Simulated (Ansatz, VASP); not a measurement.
**One calculation of PtSe2 (Sudovikovite), two programs**

```
Pt Se
1.0
     3.72400    0.00000    0.00000
    -1.86200    3.22508    0.00000
     0.00000    0.00000    5.06200
Pt Se
1 2
Direct
  0.00000 0.00000 0.00000
  0.66667 0.33333 0.75000
  0.33333 0.66667 0.25000
```

Alike in both runs: functional LDA; k mesh 8 × 8 × 5; occupations fermi-dirac, width 0.05 eV; no spin polarisation; Hubbard terms Pt d U = 6.0 eV.

|  | VASP | Ansatz |
| --- | --- | --- |
| version | VASP 6.6.1 | Ansatz 0.2.0 |
| potentials or method | VASP PAW LDA potentials, release 64 (Pt, Se) | Ansatz PAW |
| plane-wave cutoff (eV) | 520 | 420 |
| valence electrons in the cell | 22 | 50 |
| task | single point | band structure |

Ansatz gave:

```
gap on the k mesh at the Fermi level (eV)       : none
pressure (GPa)                                  : 0.1
largest component of the traceless stress (GPa) : 1.21
rms of the force components (eV/Å)              : 0.170
```

Q: Which values does VASP return?

A: gap on the k mesh at the Fermi level (eV): none; pressure (GPa): -4.4; largest component of the traceless stress (GPa): 0.44; rms of the force components (eV/Å): 0.044.

The programs project onto different local orbitals, so the same U acts differently. Atom by atom the forces differ by 0.214 eV/Å (rms over components). A gap of «none» marks a metal or a gap that the smearing closes. The two sets of potentials don't hold the same shells in valence.

Caveats: U without spin polarisation on a metal has little footing; spin-orbit coupling is left out, which moves the levels of the heavy elements (Ansatz); the PAW data sets come from PBE, with cores solved anew for the run's functional, which leaves a small shift of forces and pressure (Ansatz). The runs have no spin-orbit coupling, so splittings on Pt are missing.
